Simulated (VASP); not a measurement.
**Bi under changes of volume**

One of the cells (35.771 Å³/atom); the others are scaled copies at fixed shape and fractional positions:

```
Bi
1.0
     2.28252    1.31781    3.96408
    -2.28252    1.31781    3.96408
     0.00000   -2.63562    3.96408
Bi
2
Cartesian
  0.0000 0.0000 9.1095
  0.0000 0.0000 2.7828
```

```yaml
Program: VASP 6.6.1
Functional: PBE
Potentials_or_basis: VASP PAW PBE potentials, release 64 (Bi_d)
Cutoff: 520 eV
k_mesh: 7 × 7 × 7
Occupations: fermi-dirac, width 0.05 eV
Spin: no spin polarisation
```

```csv
volume (Å³/atom),energy over the lowest point (meV/atom),pressure (GPa),gap on the mesh (eV),largest force (eV/Å)
32.965,?,?,?,?
33.667,38.23,4.4,0.29,0.408
34.368,21.43,3.2,0.28,0.303
35.771,2.83,1.0,0.26,0.115
36.472,0.00,0.1,0.25,0.031
37.174,0.89,-0.7,0.24,0.048
```

What does the run at 32.965 Å³/atom give?

Energy over the lowest point 60.78 meV/atom; pressure 5.8 GPa; gap on the mesh 0.30 eV; largest force 0.519 eV/Å.

Worked out: A Birch-Murnaghan fit of order 3 (a polynomial in V^(-2/3)) to the other rows has its minimum at 36.64 Å³/atom with B0 = V·E''(V) = 43 GPa and B' = 4.8 at fixed shape and positions, which overstates the stiffness. It gives 60.87 meV/atom at 32.965 Å³/atom, against the run's 60.78, and -dE/dV = 5.9 GPa, against 5.8. A straight line through the other rows of the gap, of slope -0.504 eV per unit of ln V, extrapolates to 0.30 eV, against the run's 0.30.

Energies are extrapolated to zero smearing.

Caveats: spin-orbit coupling is left out, which as a rule narrows the gap of such compounds by several tenths of an eV; an odd mesh through Γ misses points on the zone boundary, where band edges often lie.
